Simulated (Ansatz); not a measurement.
BeS built on the rocksalt prototype, relaxed with r2SCAN in Ansatz 0.2.0. The symmetry is Fm-3m (No. 225, cubic); a = 4.635 Å in the conventional setting, 12.44 Å³ an atom. Around Be lie 6 S at 2.32 Å; around S lie 6 Be at 2.32 Å.

The axes x, y and z are those of this cell:
```
Be S
1.0
     0.00000    2.31730    2.31730
     2.31730    0.00000    2.31730
     2.31730    2.31730    0.00000
Be S
1 1
Cartesian
  0.0000 0.0000 0.0000
  2.3173 2.3173 2.3173
```

Unstrained: PBE gives an indirect gap of 0.964 eV, from Γ–K (0.40 of the way from Γ) to X; the least direct gap is 4.143 eV at X. The r2SCAN gap is indirect, 1.329 eV (Γ–K (0.40 of the way from Γ) to X), below the direct gap of 4.598 eV at X. The HSE06 gap is indirect, 1.731 eV (Γ–K (0.40 of the way from Γ) to X), below the direct gap of 5.213 eV at X. Meshes: PBE 10×10×10, r2SCAN 10×10×10, HSE06 6×6×6. Strains are changes of length per length, and xy shears are angles. After each strain the atoms were relaxed again with r2SCAN within the symmetry that the strain leaves, so tilts or polar shifts that break it weren't tested; points keep the names that they have in the unstrained zone. (Calculated; spin-unpolarised; the phase may be known or hypothetical.)

**Question.** Estimate what uniaxial +4.0 % along x, other directions held does to the gap.

**Answer.** PBE: the gap goes from 0.964 to 0.828 eV (-0.136 eV); the edges go from Γ–K (0.40) → X to (0.143, 0.008, -0.135) → X. r2SCAN: the gap goes from 1.329 to 1.171 eV (-0.158 eV); the edges go from Γ–K (0.40) → X to Γ → X. The r2SCAN energy rises by 9.3 meV an atom.

**Question.** One strain changed the r2SCAN stress by xx -4.29, yy -4.29, zz +0.03 GPa (compression positive) and the gap by -0.387 eV (PBE), -0.412 eV (r2SCAN), -0.421 eV (HSE06). Which kind of strain was it, and roughly how large?

**Answer.** Epitaxial +3.0 % in the xy plane, free normal strain -2.58 %. The pattern of the stress gives the kind; the size needs the stiffness, so it is an estimate.

**Question.** One strain changed the r2SCAN stress by xx +0.06, yy +0.06, zz -0.03, xy -2.48 GPa (compression positive) and the gap by -0.128 eV (PBE), -0.137 eV (r2SCAN), -0.132 eV (HSE06). Which kind of strain was it, and roughly how large?

**Answer.** Xy shear, engineering strain (angle) +2.0 %. The pattern of the stress gives the kind; the size needs the stiffness, so it is an estimate.

**Question.** One strain changed the r2SCAN stress by xx -1.61, yy -1.61, zz -1.61 GPa (compression positive) and the gap by -0.007 eV (PBE), -0.006 eV (r2SCAN), -0.010 eV (HSE06). Which kind of strain was it, and roughly how large?

**Answer.** Isotropic +0.5 % on every length. The pattern of the stress gives the kind; the size needs the stiffness, so it is an estimate.

**Question.** One strain changed the r2SCAN stress by xx -8.30, yy -8.30, zz -8.30 GPa (compression positive) and the gap by -0.050 eV (PBE), -0.042 eV (r2SCAN), -0.066 eV (HSE06). Which kind of strain was it, and roughly how large?

**Answer.** Isotropic +3.0 % on every length. The pattern of the stress gives the kind; the size needs the stiffness, so it is an estimate.

Where an edge lies off the special points, it is a point of the mesh or the k point where a search put PBE's edge or least direct gap, reused for the other functionals, whose own edges may lie a little apart.

Coordinates of k points refer to the reciprocal vectors of the primitive cell of the runs.

The meshes of the hybrids are coarse, so their gaps aren't converged to the digits shown.
